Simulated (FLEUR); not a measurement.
# Ru (P6_3/mmc) in FLEUR: a series of runs

The runs below take Ru through band structure, equation of state, with PW91.

All numbers are computed with FLEUR MaX-R8.1 (later development tree); they aren't measurements. Logs are shortened: lines on timing, memory, paths and dates and some standing lists are left out, and cuts for length are marked.

## 1. The structure

It takes space group P6_3/mmc (No. 194, hexagonal). The conventional cell has a = 2.706 Å, b = 2.706 Å, c = 4.282 Å, α = 90.00°, β = 90.00°, γ = 120.00°. Ru (site symmetry -6m2) is surrounded by 12 Ru at 2.65 to 2.71 Å.

## 2. Band structure, PW91

The input, inp.xml:

```xml
<?xml version="1.0" encoding="UTF-8" standalone="no"?>
<fleurInput fleurInputVersion="0.39">
   <comment>
      Ru                                                                                                  
   </comment>
   <calculationSetup>
      <cutoffs Kmax="4.22" Gmax="13.1" GmaxXC="13.1" numbands="0"/>
      <scfLoop itmax="60" minDistance="0.00001" maxIterBroyd="15" imix="Anderson" alpha="0.05" precondParam="0.0" spinf="2.0" sdNocoIR="T"/>
      <coreElectrons ctail="T" frcor="F" kcrel="0" coretail_lmax="0"/>
      <xcFunctional name="pw91" relativisticCorrections="F"/>
      <magnetism jspins="1"/>
      <soc l_soc="F" theta="0.0" phi="0.0" spav="F"/>
      <expertModes spex="0" secvar="F"/>
      <geometryOptimization l_f="F" forcealpha="1.0" forcemix="BFGS" epsdisp="0.00001" epsforce="0.00001"/>
      <ldaU l_linMix="F" mixParam="0.05" spinf="1.0"/>
   </calculationSetup>
   <cell>
      <bzIntegration valenceElectrons="32.0" mode="hist" fermiSmearingEnergy="0.00183747">
         <kPointListSelection listName="default-1"/>
         <!-- k-points included here -->
         <xi:include xmlns:xi="http://www.w3.org/2001/XInclude" href="kpts.xml"> </xi:include>
      </bzIntegration>
      <!-- symmetry operations included here -->
      <xi:include xmlns:xi="http://www.w3.org/2001/XInclude" href="sym.xml"> </xi:include>
      <bulkLattice scale="1.0">
         <bravaisMatrix>
            <row-1>    5.1132209479426800     0.0000000000000000     0.0000000000000000</row-1>
            <row-2>   -2.5566104739713400     4.4281792361568231     0.0000000000000000</row-2>
            <row-3>    0.0000000000000000     0.0000000000000000     8.0916182929247409</row-3>
         </bravaisMatrix>
      </bulkLattice>
   </cell>
   <atomSpecies>
      <species name="Ruthenium (Ru)" element="Ru" atomicNumber="44">
         <mtSphere radius="2.32" gridPoints="767" logIncrement="0.017"/>
         <atomicCutoffs lmax="9" lnonsphr="7"/>
         <electronConfig flipSpins="F">
            <coreConfig>(1s1/2) (2s1/2) (2p1/2) (2p3/2) (3s1/2) (3p1/2) (3p3/2) (3d3/2) (3d5/2)</coreConfig>
            <valenceConfig>(4s1/2) (4p1/2) (4p3/2) (5s1/2) (4d3/2) (4d5/2)</valenceConfig>
            <stateOccupation state="(5s1/2)" spinUp="0.500000" spinDown="0.500000"/>
            <stateOccupation state="(4d3/2)" spinUp="1.400000" spinDown="1.400000"/>
            <stateOccupation state="(4d5/2)" spinUp="2.100000" spinDown="2.100000"/>
         </electronConfig>
         <energyParameters s="5" p="5" d="4" f="4"/>
         <lo type="SCLO" l="0" n="4" eDeriv="0"/>
         <lo type="SCLO" l="1" n="4" eDeriv="0"/>
         <lo type="SCLO" l="1" n="4" eDeriv="1"/>
         <lo type="SCLO" l="2" n="4" eDeriv="2"/>
         <lo type="SCLO" l="3" n="4" eDeriv="2"/>
      </species>
   </atomSpecies>
   <atomGroups>
      <atomGroup species="Ruthenium (Ru)">
         <relPos label="                   1">-1.000/3.000 1.000/3.000 -1.000/4.000</relPos>
         <relPos label="                   2">1.000/3.000 -1.000/3.000 1.000/4.000</relPos>
         <force calculate="T" relaxXYZ="TTT"/>
      </atomGroup>
   </atomGroups>
   <output dos="F" band="F" slice="F">
      <checks vchk="F" cdinf="F"/>
      <bandDOS minEnergy="-.5*Htr" maxEnergy="0.5*Htr" sigma="0.015" storeEVData="T"/>
      <vacuumDOS vacdos="F" integ="F" star="F" nstars="0" locx1="0.0" locy1="0.0" locx2="0.0" locy2="0.0" nstm="0" tworkf="0.0"/>
      <unfoldingBand unfoldBand="F" supercellX="1" supercellY="1" supercellZ="1"/>
      <plotting iplot="0" polar="F">
         <plot TwoD="T" vec1="  1.0  0.0  0.0" vec2="  0.0  1.0  0.0" vec3="  0.0  0.0  1.0" zero="  0.0  0.0  0.0" file="plot"/>
      </plotting>
      <chargeDensitySlicing numkpt="0" minEigenval="0.0" maxEigenval="0.0" nnne="0" pallst="F"/>
      <specialOutput eonly="F"/>
      <moessbauerParams electricFieldGradient="T" isomerShift="T" coreHyperfine="T" valenceHyperfine="T"/>
      <magneticCircularDichroism mcd="F" energyLo="-10.0" energyUp="0.0"/>
   </output>
  <!-- We include the file relax.xml here to enable relaxations (see documentation) -->
  <xi:include xmlns:xi="http://www.w3.org/2001/XInclude" href="relax.xml"> <xi:fallback/> </xi:include>
</fleurInput>
```

The input, crystal.txt:

```
Ru
&input cartesian=F /
2.7058000000  0.0000000000  0.0000000000
-1.3529000000  2.3432915376  0.0000000000
0.0000000000  0.0000000000  4.2819000000
1.8897261246
1.0 1.0 1.0

2
44 0.6666666667  0.3333333333  0.7500000000
44 0.3333333333  0.6666666667  0.2500000000

&kpt div1=11 div2=11 div3=6 gamma=T /
```

The input, inp.xml (bands):

```
<?xml version="1.0" encoding="UTF-8" standalone="no"?>
<fleurInput fleurInputVersion="0.39">
   <comment>
      Ru                                                                                                  
   </comment>
   <calculationSetup>
      <cutoffs Kmax="4.22" Gmax="13.1" GmaxXC="13.1" numbands="0"/>
      <scfLoop itmax="60" minDistance="0.00001" maxIterBroyd="15" imix="Anderson" alpha="0.05" precondParam="0.0" spinf="2.0" sdNocoIR="T"/>
      <coreElectrons ctail="T" frcor="F" kcrel="0" coretail_lmax="0"/>
      <xcFunctional name="pw91" relativisticCorrections="F"/>
      <magnetism jspins="1"/>
      <soc l_soc="F" theta="0.0" phi="0.0" spav="F"/>
      <expertModes spex="0" secvar="F"/>
      <geometryOptimization l_f="F" forcealpha="1.0" forcemix="BFGS" epsdisp="0.00001" epsforce="0.00001"/>
      <ldaU l_linMix="F" mixParam="0.05" spinf="1.0"/>
   </calculationSetup>
   <cell>
      <bzIntegration valenceElectrons="32.0" mode="hist" fermiSmearingEnergy="0.00183747">
         <kPointListSelection listName="path-1"/>
         <!-- k-points included here -->
         <xi:include xmlns:xi="http://www.w3.org/2001/XInclude" href="kpts.xml"> </xi:include>
      </bzIntegration>
      <!-- symmetry operations included here -->
      <xi:include xmlns:xi="http://www.w3.org/2001/XInclude" href="sym.xml"> </xi:include>
      <bulkLattice scale="1.0">
         <bravaisMatrix>
            <row-1>    5.1132209479426800     0.0000000000000000     0.0000000000000000</row-1>
            <row-2>   -2.5566104739713400     4.4281792361568231     0.0000000000000000</row-2>
            <row-3>    0.0000000000000000     0.0000000000000000     8.0916182929247409</row-3>
         </bravaisMatrix>
      </bulkLattice>
   </cell>
   <atomSpecies>
      <species name="Ruthenium (Ru)" element="Ru" atomicNumber="44">
         <mtSphere radius="2.32" gridPoints="767" logIncrement="0.017"/>
         <atomicCutoffs lmax="9" lnonsphr="7"/>
         <electronConfig flipSpins="F">
            <coreConfig>(1s1/2) (2s1/2) (2p1/2) (2p3/2) (3s1/2) (3p1/2) (3p3/2) (3d3/2) (3d5/2)</coreConfig>
            <valenceConfig>(4s1/2) (4p1/2) (4p3/2) (5s1/2) (4d3/2) (4d5/2)</valenceConfig>
            <stateOccupation state="(5s1/2)" spinUp="0.500000" spinDown="0.500000"/>
            <stateOccupation state="(4d3/2)" spinUp="1.400000" spinDown="1.400000"/>
            <stateOccupation state="(4d5/2)" spinUp="2.100000" spinDown="2.100000"/>
         </electronConfig>
         <energyParameters s="5" p="5" d="4" f="4"/>
         <lo type="SCLO" l="0" n="4" eDeriv="0"/>
         <lo type="SCLO" l="1" n="4" eDeriv="0"/>
         <lo type="SCLO" l="1" n="4" eDeriv="1"/>
         <lo type="SCLO" l="2" n="4" eDeriv="2"/>
         <lo type="SCLO" l="3" n="4" eDeriv="2"/>
      </species>
   </atomSpecies>
   <atomGroups>
      <atomGroup species="Ruthenium (Ru)">
         <relPos label="                   1">-1.000/3.000 1.000/3.000 -1.000/4.000</relPos>
         <relPos label="                   2">1.000/3.000 -1.000/3.000 1.000/4.000</relPos>
         <force calculate="T" relaxXYZ="TTT"/>
      </atomGroup>
   </atomGroups>
   <output dos="F" band="T" slice="F">
      <checks vchk="F" cdinf="F"/>
      <bandDOS minEnergy="-.5*Htr" maxEnergy="0.5*Htr" sigma="0.015" storeEVData="T"/>
      <vacuumDOS vacdos="F" integ="F" star="F" nstars="0" locx1="0.0" locy1="0.0" locx2="0.0" locy2="0.0" nstm="0" tworkf="0.0"/>
      <unfoldingBand unfoldBand="F" supercellX="1" supercellY="1" supercellZ="1"/>
      <plotting iplot="0" polar="F">
         <plot TwoD="T" vec1="  1.0  0.0  0.0" vec2="  0.0  1.0  0.0" vec3="  0.0  0.0  1.0" zero="  0.0  0.0  0.0" file="plot"/>
      </plotting>
      <chargeDensitySlicing numkpt="0" minEigenval="0.0" maxEigenval="0.0" nnne="0" pallst="F"/>
      <specialOutput eonly="F"/>
      <moessbauerParams electricFieldGradient="T" isomerShift="T" coreHyperfine="T" valenceHyperfine="T"/>
      <magneticCircularDichroism mcd="F" energyLo="-10.0" energyUp="0.0"/>
   </output>
  <!-- We include the file relax.xml here to enable relaxations (see documentation) -->
  <xi:include xmlns:xi="http://www.w3.org/2001/XInclude" href="relax.xml"> <xi:fallback/> </xi:include>
</fleurInput>
```

Potentials or basis: all-electron, FLAPW.

Launch:

```console
$ inpgen -f crystal.txt -profile fastHighL
$ # inp.xml edited to the form shown
$ fleur_MPI
$ fleur_MPI   # second run, on inp.xml (bands)
```

Log:

```text
Welcome to FLEUR        (www.flapw.de)
      MaX-Release 8.1          (www.max-centre.eu)

 ========== k-point set info ==========
 Selected k-point list: default-1
 k-point list type: mesh
 11 x 11 x 6
 Number of k points: 64

 ------------Calculation Setup---------------------------
 Number of MPI-tasks      :            1
 Number of PE/node        :            1
 Number of OMP-threads    :            1
 Most efficient MPI parallelization for:
           1           2           4           8          16          32          64
 Additional eigenvalue parallelization possible
 Number of basis functions:          318
 Approximate size of matrices (H+S) per k-point:         0.002 GB
 --------------------------------------------------------
 Iteration:     1   Distance:      18.72483264 me/bohr^3
 Iteration:     2   Distance:      16.63047544 me/bohr^3
 Iteration:     3   Distance:       5.53438265 me/bohr^3
 Iteration:     4   Distance:       2.92820809 me/bohr^3
 Iteration:     5   Distance:       1.10358531 me/bohr^3
 Iteration:     6   Distance:       1.14459208 me/bohr^3
 Iteration:     7   Distance:       0.11120877 me/bohr^3
 Iteration:     8   Distance:       0.01838411 me/bohr^3
 Iteration:     9   Distance:       0.00923681 me/bohr^3
 Iteration:    10   Distance:       0.00171417 me/bohr^3
 Iteration:    11   Distance:       0.00226415 me/bohr^3
 Iteration:    12   Distance:       0.00037969 me/bohr^3
 Iteration:    13   Distance:       0.00001866 me/bohr^3
 Iteration:    14   Distance:       0.00001960 me/bohr^3
 Iteration:    15   Distance:       0.00000144 me/bohr^3

 ********************************************************************
 Run finished successfully
 Stop message:
   all done
 ********************************************************************
```

output (bands):

```text
Welcome to FLEUR        (www.flapw.de)
      MaX-Release 8.1          (www.max-centre.eu)

 ========== k-point set info ==========
 Selected k-point list: path-1
 k-point list type: path
 Number of k points: 60

 ------------Calculation Setup---------------------------
 Number of MPI-tasks      :            1
 Number of PE/node        :            1
 Number of OMP-threads    :            1
 Most efficient MPI parallelization for:
           1           2           3           4           5           6          10          12          15          20          30          60
 Additional eigenvalue parallelization possible
 Number of basis functions:          315
 Approximate size of matrices (H+S) per k-point:         0.001 GB
 --------------------------------------------------------
 Fermi energy correction for metals:
 Fermi energy in bands.* files may not be consistent with last density.
 Please correct it manually (e.g. in band.gnu file).

 Note: Band structure data (together with different weights) is also stored in the banddos.hdf file.
       A convenient way of extracting and plotting the data from that file is by making use of the

 ********************************************************************
 Run finished successfully
 Stop message:
   Charge density postprocessing done.
 ********************************************************************
```

out.xml (last iteration):

```text
<iteration numberForCurrentRun="   15" overallNumber="   15">
         <energyParameters units="Htr">
            <atomicEP atomType="1" spin="1" branch="5s" branchLowest="-2.06" branchHighest="2.63" value="0.3916329967"/>
            <atomicEP atomType="1" spin="1" branch="5p" branchLowest="-0.91" branchHighest="3.37" value="0.5122608599"/>
            <atomicEP atomType="1" spin="1" branch="4d" branchLowest="-9.32" branchHighest="0.85" value="0.4880355916"/>
            <atomicEP atomType="1" spin="1" branch="4f" branchLowest="-9.99" branchHighest="2.68" value="0.7939262995"/>
            <loAtomicEP atomType="1" spin="1" branch="4s" branchLowest="-19.69" branchHighest="-2.06" value="-2.0848022695"/>
            <loAtomicEP atomType="1" spin="1" branch="4p" branchLowest="-15.71" branchHighest="-0.91" value="-0.9855542545"/>
            <loAtomicEP atomType="1" spin="1" branch="4p" branchLowest="-15.71" branchHighest="-0.91" value="-0.9855542545"/>
            <loAtomicEP atomType="1" spin="1" branch="4d" branchLowest="-9.32" branchHighest="0.85" value="0.4851672689"/>
            <loAtomicEP atomType="1" spin="1" branch="4f" branchLowest="-9.99" branchHighest="2.68" value="0.7939274349"/>
         </energyParameters>
         <eigenvalues>
            <eigenvaluesAt spin="1" ikpt="1" k_x="0.00000000" k_y="0.00000000" k_z="0.00000000">
                      -2.0914009292       -2.0838897217       -1.0066719994       -0.9723088439       -0.9723088439
                      -0.9660327399       -0.9660327399       -0.9644898979        0.3039122250        0.3686704424
                       0.5007343190        0.5007343190        0.5071107070        0.5256983000        0.5256983000
                       0.5450043368        0.5450043368        0.6397126896        0.6397126896        0.6456099655
                       0.9750816279        1.1428990237        1.2325054308        1.2565771111        1.4281028018
            </eigenvaluesAt>
            <eigenvaluesAt spin="1" ikpt="2" k_x="0.00000000" k_y="0.00000000" k_z="0.16666667">
                      -2.0909058797       -2.0844011451       -1.0039646015       -0.9718913284       -0.9718913284
                      -0.9674458980       -0.9664562832       -0.9664562832        0.3152010453        0.3723463275
                       0.4951753387        0.4951753387        0.5017218986        0.5193186364        0.5193186364
                       0.5594463922        0.5594463922        0.6101461939        0.6399506959        0.6399506959
                       1.0222627020        1.1245932518        1.2277768563        1.2719961552        1.3649686870
[... 37 lines left out ...]
         <allElectronCharges>
            <spinDependentCharge spin="1" total="88.0000000" interstitial="3.6975834" mtSpheres="84.3024166"/>
            <totalCharge value="87.9999999974"/>
         </allElectronCharges>
         <moessbauerParams unitsHFF="kG" unitsIS="e/bohr^3" unitsEFG="Htr/bohr^2">
            <coreIsomerShift atomType="1" isTotal="111216.57447">
               <shell n="1" l="0" isomerShift="98025.15751"/>
               <shell n="2" l="0" isomerShift="10953.68023"/>
               <shell n="2" l="1" isomerShift="197.31358"/>
               <shell n="3" l="0" isomerShift="2002.10766"/>
               <shell n="3" l="1" isomerShift="38.31548"/>
               <shell n="3" l="2" isomerShift="0.00000"/>
            </coreIsomerShift>
            <isomerShift atomType="1" nucleusRadius="0.0001100" averageDensity="111593.81959"/>
            <electricFieldGradient atomType="1" VXX="0.06253" VYY="0.06253" VZZ="-0.12506" asymParam="0.00000">
            </electricFieldGradient>
         </moessbauerParams>
         <totalEnergy                                    value="    -9065.2310014777" units="Htr">
            <sumOfEigenvalues                            value="    -5385.2351699288">
               <coreElectrons value="-5372.7623442793"/>
               <valenceElectrons value="-12.4728256495"/>
            </sumOfEigenvalues>
            <densityCoulombPotentialIntegral value="-14467.0154111961"/>
            <densityEffectivePotentialIntegral value="-14817.8594027938"/>
            <chargeDenXCDenIntegral value="-269.2685123585"/>
            <FockExchangeEnergyValence value="0.0000000000"/>
            <FockExchangeEnergyCore value="0.0000000000"/>
            <atomTypeDependentContributions atomType="1">
               <electronNucleiInteractionDifferentMTs value="10937.7872476700"/>
               <MadelungTerm value="-57.2917687161"/>
            </atomTypeDependentContributions>
            <tkbTimesEntropy value="0.0006129033"/>
            <freeEnergy value="-9065.2316143810"/>
            <extrapolationTo0K value="-9065.2313079294"/>
         </totalEnergy>
         <densityConvergence units="me/bohr^3">
            <chargeDensity spin="1" distance="0.0000014423"/>
         </densityConvergence>
      </iteration>
```

It took 35 s on 1 thread of Intel Xeon Platinum 8259CL at 2.50GHz (Skylake/Cascade Lake), shared host; peak memory 0.07 GiB.

Results:

| Item | Value |
| --- | --- |
| Free energy | -246677.5189 eV |
| Band gap along the path | none (metal or under the smearing width) |
| Valence electrons inside the program's atomic spheres | Ru 14.15 (radii Ru 2.32 bohr) |

Levels at the corners of the path, in eV from the Fermi level:
```tsv
point	band 14	band 15	band 16	band 17	band 18	band 19
Γ	-1.85	-1.85	-1.33	-1.33	1.25	1.25
M	-1.70	-1.45	1.49	1.91	1.98	4.15
K	-2.77	-1.01	1.07	1.07	1.51	7.12
Γ	-1.85	-1.85	-1.33	-1.33	1.25	1.25
A	-2.70	-2.63	-2.63	0.61	0.61	0.61
L	-0.99	0.53	0.53	1.75	1.75	3.49
H	-2.63	-1.12	-1.12	1.29	1.29	8.53
A	-2.70	-2.63	-2.63	0.61	0.61	0.61
L	-0.99	0.53	0.53	1.75	1.75	3.49
M	-1.70	-1.45	1.49	1.91	1.98	4.15
K	-2.77	-1.01	1.07	1.07	1.51	7.12
H	-2.63	-1.12	-1.12	1.29	1.29	8.53
```

Core levels (eV from the Fermi level):
| atom | levels |
| --- | --- |
| 1 Ru | 1s1/2 -21925.9, 2s1/2 -3149.2, 2p1/2 -2909.9, 2p3/2 -2778.9, 3s1/2 -551.8, 3p1/2 -459.0, 3p3/2 -436.8, 3d3/2 -272.4, 3d5/2 -268.1 |
| 2 Ru | 1s1/2 -21925.9, 2s1/2 -3149.2, 2p1/2 -2909.9, 2p3/2 -2778.9, 3s1/2 -551.8, 3p1/2 -459.0, 3p3/2 -436.8, 3d3/2 -272.4, 3d5/2 -268.1 |

## 3. Equation of state, PW91, 12.76 Å³/atom (volume scaled by 0.94)

inp.xml: that of step 2 with these lines changed.

```diff
@@ -6,3 +6,3 @@
    <calculationSetup>
-      <cutoffs Kmax="4.22" Gmax="13.1" GmaxXC="13.1" numbands="0"/>
+      <cutoffs Kmax="4.36" Gmax="13.5" GmaxXC="13.5" numbands="0"/>
       <scfLoop itmax="60" minDistance="0.00001" maxIterBroyd="15" imix="Anderson" alpha="0.05" precondParam="0.0" spinf="2.0" sdNocoIR="T"/>
@@ -24,3 +24,3 @@
       <xi:include xmlns:xi="http://www.w3.org/2001/XInclude" href="sym.xml"> </xi:include>
-      <bulkLattice scale="1.0">
+      <bulkLattice scale="0.9795861087">
          <bravaisMatrix>
@@ -34,3 +34,3 @@
       <species name="Ruthenium (Ru)" element="Ru" atomicNumber="44">
-         <mtSphere radius="2.32" gridPoints="767" logIncrement="0.017"/>
+         <mtSphere radius="2.25" gridPoints="767" logIncrement="0.017"/>
          <atomicCutoffs lmax="9" lnonsphr="7"/>
```

Potentials or basis: all-electron, FLAPW.

Launch:

```console
$ inpgen -f crystal.txt -profile fastHighL
$ # inp.xml edited to the form shown
$ fleur_MPI
```

It took 32 s on 1 thread of Intel Xeon Platinum 8259CL at 2.50GHz (Skylake/Cascade Lake), shared host; peak memory 0.08 GiB.

It converged, with:

```
Free energy                                           : -246677.3513 eV
Band gap on the k mesh                                : none (metal or under the smearing width)
Valence electrons inside the program's atomic spheres : Ru 13.99 (radii Ru 2.25 bohr)
```

## 4. Equation of state, PW91, 13.03 Å³/atom (volume scaled by 0.96)

inp.xml: that of step 3 with these lines changed.

```diff
@@ -24,3 +24,3 @@
       <xi:include xmlns:xi="http://www.w3.org/2001/XInclude" href="sym.xml"> </xi:include>
-      <bulkLattice scale="0.9795861087">
+      <bulkLattice scale="0.9864848297">
          <bravaisMatrix>
```

Launch:

```console
$ inpgen -f crystal.txt -profile fastHighL
$ # inp.xml edited to the form shown
$ fleur_MPI
```

It took 33 s on 1 thread of Intel Xeon Platinum 8259CL at 2.50GHz (Skylake/Cascade Lake), shared host; peak memory 0.09 GiB.

Results (log left out):

- Free energy: -246677.4350 eV
- Band gap on the k mesh: none (metal or under the smearing width)
- Valence electrons inside the program's atomic spheres: Ru 13.95 (radii Ru 2.25 bohr)

(Continued in part 2 of 2.)
